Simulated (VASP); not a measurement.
**CuI in VASP 6.6.1, single-point calculation**

INCAR

```
PREC = Accurate
ISIF = 2
IBRION = -1
SIGMA = 0.02
NSW = 0
ENCUT = 520
ISYM = 1
LWAVE = .FALSE.
LREAL = .FALSE.
LCHARG = .FALSE.
ISMEAR = -1
EDIFF = 1E-7
NELM = 52
NBANDS = 16
LASPH = .TRUE.
GGA = CA
```

KPOINTS

```
KPOINTS created by Atomic Simulation Environment
0
Gamma
8 8 8
0 0 0
```

POSCAR

```
Cu I
 1.0000000000000000
    -0.0000000000000000    2.8561104274992553    2.8561104274992553
     2.8561104274992553   -0.0000000000000000    2.8561104274992553
     2.8561104274992553    2.8561104274992553   -0.0000000000000000
 Cu  I
   1   1
Cartesian
 -0.0000000000000000 -0.0000000000000000 -0.0000000000000000
  2.8561104274992553  2.8561104274992553  2.8561104274992553
```

The recommended LDA PAW datasets give the neutral cell 18 valence electrons.

Command

```
mpirun -np 1 vasp_std
```

Question: How does this run end, and what does it give?

Answer: It converged. Results: gap between bands v and c on the k mesh -0.54 eV (bands overlap: a metal); least direct gap on the k mesh 1.08 eV; pressure -5.0 GPa. Band v is the last that the valence electrons fill when counted band by band, and c is the next.

OSZICAR

```
N       E                     dE             d eps       ncg     rms          rms(c)
DAV:   1     0.980173366776E+02    0.98017E+02   -0.80986E+03   928   0.128E+03
DAV:   2    -0.126524187478E+00   -0.98144E+02   -0.89729E+02   968   0.236E+02
DAV:   3    -0.658407410245E+01   -0.64575E+01   -0.63352E+01  1288   0.648E+01
DAV:   4    -0.676619337322E+01   -0.18212E+00   -0.18206E+00  1200   0.963E+00
DAV:   5    -0.677085714352E+01   -0.46638E-02   -0.46637E-02  1352   0.155E+00    0.753E+00
DAV:   6    -0.677308992248E+01   -0.22328E-02   -0.37088E+00   976   0.506E+01    0.439E+00
DAV:   7    -0.651364524870E+01    0.25944E+00   -0.10111E+00   992   0.339E+01    0.207E+00
DAV:   8    -0.651805235011E+01   -0.44071E-02   -0.75324E-02  1248   0.575E+00    0.933E-01
DAV:   9    -0.651223112385E+01    0.58212E-02   -0.19182E-02  1176   0.381E+00    0.247E-01
DAV:  10    -0.651253667331E+01   -0.30555E-03   -0.76292E-04  1536   0.559E-01    0.230E-01
DAV:  11    -0.651219326515E+01    0.34341E-03   -0.10442E-03  1136   0.944E-01    0.588E-02
DAV:  12    -0.651218851087E+01    0.47543E-05   -0.82151E-05  1480   0.122E-01    0.248E-02
DAV:  13    -0.651218788033E+01    0.63055E-06   -0.35552E-06  1480   0.310E-02    0.149E-02
DAV:  14    -0.651218777889E+01    0.10144E-06   -0.75778E-08   896   0.265E-03    0.121E-02
DAV:  15    -0.651218765208E+01    0.12680E-06   -0.29496E-07  1232   0.125E-02    0.105E-03
DAV:  16    -0.651218765305E+01   -0.96634E-09   -0.52307E-08   584   0.229E-03
   1 F= -.65121877E+01 E0= -.65118792E+01  d E =-.616928E-03
```

For comparison, a separate LDA run of the intended cell, on usual settings and not on those above, gives a gap of -0.54 eV on its mesh and a pressure of -5.0 GPa.
